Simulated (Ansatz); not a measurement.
The system is Si2Mo.

```
Mo Si
1.0
     4.58547    0.00000    0.00000
    -2.29274    3.97113    0.00000
     0.00000    0.00000    6.57976
Mo Si
3 6
Direct
  0.50000 0.50000 0.83333
  0.00000 0.50000 0.16667
  0.50000 0.00000 0.50000
  0.16387 0.32775 0.50000
  0.67225 0.83613 0.16667
  0.83613 0.16387 0.83333
  0.83613 0.67225 0.50000
  0.32775 0.16387 0.16667
  0.16387 0.83613 0.83333
```

Measurements of this composition are mostly on another form, of space group No. 139.

* Program: Ansatz 0.2.0
* Task: relaxation of cell and atoms
* Functional: revPBE
* Dispersion: D4
* Potentials or basis: Ansatz PAW
* Cutoff: 420 eV (not typed: the program's choice for these potentials)
* k mesh: 7 × 7 × 4
* Occupations: fermi-dirac, width 0.05 eV
* Spin: no spin polarisation

At the start: volume 13.31 Å³/atom.

Task: Where does the relaxation end?

Result: It ends after 5 steps and the volume is 12.97 Å³/atom (-2.6 %); space group P6_222 (No. 180, to 0.05 Å).

Step by step:
```tsv
step	energy change (eV)	largest force (eV/Å)	volume (Å³)
1	0.0000	0.0182	119.81
2	-0.0526	0.0501	115.87
3	-0.0571	0.0064	116.75
4	-0.0572	0.0016	116.71
5	-0.0564	0.0016	116.71
```

Final structure:
```xyz
9
Lattice="4.5432 0.0000 0.0000 -2.2716 3.9346 0.0000 0.0000 0.0000 6.5293" Properties=species:S:1:pos:R:3 pbc="T T T"
Mo    1.1358    1.9673    5.4410
Mo   -1.1358    1.9673    1.0882
Mo    2.2716    0.0000    3.2646
Si    0.0000    1.2903    3.2646
Si    1.1542    3.2894    1.0882
Si    3.4258    0.6452    5.4410
Si    2.2716    2.6442    3.2646
Si    1.1175    0.6452    1.0882
Si   -1.1542    3.2894    5.4410
```

Caveat: the plane-wave basis is chosen anew once the cell has moved, so the energies of steps on either side of that aren't comparable; the PAW data sets come from PBE, with cores solved anew for the run's functional, which leaves a small shift of forces and pressure.
